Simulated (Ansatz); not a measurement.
# ZnS: energy along a strain

ZnS, P6_3mc, a = 3.785 Å, c = 12.393 Å. The compound has several low-lying forms, and this is one of them. Ansatz: PBEsol, PAW, 420 eV, Γ-centred 12×12×4 mesh on 8 atoms, Gaussian smearing 0.05 eV; no spin polarisation. Cell vectors (Å): 3.785 0.000 0.000; -1.892 3.278 0.000; 0.000 0.000 12.393. The cell is strained by x per cent times the pattern (1 0 0 0 0 0) in the order xx yy zz yz xz xy (engineering shears), with fractional coordinates held. y is the free energy over the start, V0 = 19.216 Å³/atom.

| x (%) | y (meV/atom) |
| --- | --- |
| -4.00 | 17.10 |
| -3.00 | 9.36 |
| -2.00 | ? |
| 0.00 | 0.00 |
| 1.00 | 0.93 |
| 3.00 | 7.97 |
| 4.00 | 13.79 |

Fit y = c2 x² + c3 x³ to the other rows, get the stiffness along the pattern, and predict the missing energy.

Least squares on the rows shown. y = 0.96469 x² − 0.025842 x³. The clamped-ion stiffness p·C·p = 2 × 9.647 eV × 160.2 / 19.216 Å³ = 161 GPa, which is C11 in these axes. At x = -2.00 the fit asked for gives 4.07 meV/atom. The run gave 4.05 meV/atom, so the fit is 0.02 meV/atom too high, within twice the rms miss on the fitted rows (0.01 meV/atom).

Cost: 7 runs of about 17 core-minutes in all, on Intel Xeon Processor @ 2.50GHz (Skylake/Cascade Lake) (shared hosts).